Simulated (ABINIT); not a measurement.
Input of an ABINIT 10.8.3 (patched build) run:

The input run.abi:

```
# Pseudopotentials
pp_dirpath "./"
pseudos "W.upf"

# Structure
acell 3*1.0
rprim
    -3.0076930510     3.0076930510     3.0076930510
     3.0076930510    -3.0076930510     3.0076930510
     3.0076930510     3.0076930510    -3.0076930510
ntypat 1
znucl 74
natom 1
typat 1
xred
     0.0000000000     0.0000000000     0.0000000000
chkprim 0
chksymtnons 0
tolsym 1.0e-6

# Plane-wave basis
ecut 37.0

# k points
kptopt 1
ngkpt 9 9 9
nshiftk 1
shiftk 0.0 0.0 0.0

# Exchange and correlation
ixc 11

# Bands and occupations
nband 11
occopt 3
tsmear 0.05 eV

# SCF cycle
nstep 100
tolvrs 1.0e-10

# Output
iomode 3
prtwf 0
prtden 0
prteig 0
prtebands 0
```

Potentials or basis: PseudoDojo NC SR PBE v0.4.1 standard.

Run with:

```sh
$ mpirun --bind-to none -np 4 abinit run.abi > log 2>&1
```

Q: Predict the band gap on the k mesh.

A: None (metal or under the smearing width).

Q: Predict the pressure.

A: -0.1 GPa.

Spin-orbit coupling is left out, which matters for the levels of W.
